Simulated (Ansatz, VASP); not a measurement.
**One calculation of Al, two programs**

```
Al
1.0
     2.75607    0.00000    0.00000
    -0.91869    2.59845    0.00000
    -0.91869   -1.29922    2.25032
Al
1
Direct
  0.00000 0.00000 0.00000
```

This isn't the form of Al at room conditions, which is fcc.

Alike in both runs: task single point; functional PBEsol; k mesh 10 × 10 × 10; no spin polarisation.

|  | VASP | Ansatz |
| --- | --- | --- |
| version | VASP 6.6.1 | Ansatz 0.2.0 |
| potentials or method | VASP PAW PBE potentials, release 64 (Al) | plane waves, PAW |
| plane-wave cutoff (eV) | 520 | 571 |
| occupations | methfessel-paxton of order 1, width 0.15 eV | cold, width 0.15 eV |
| valence electrons in the cell | 3 | 3 |

```csv
,VASP,Ansatz,Ansatz less VASP
pressure (GPa),2.8,2.8,-0.06
```

Caveats: the PAW data sets were made with another functional, which shifts forces and pressure a little (VASP).
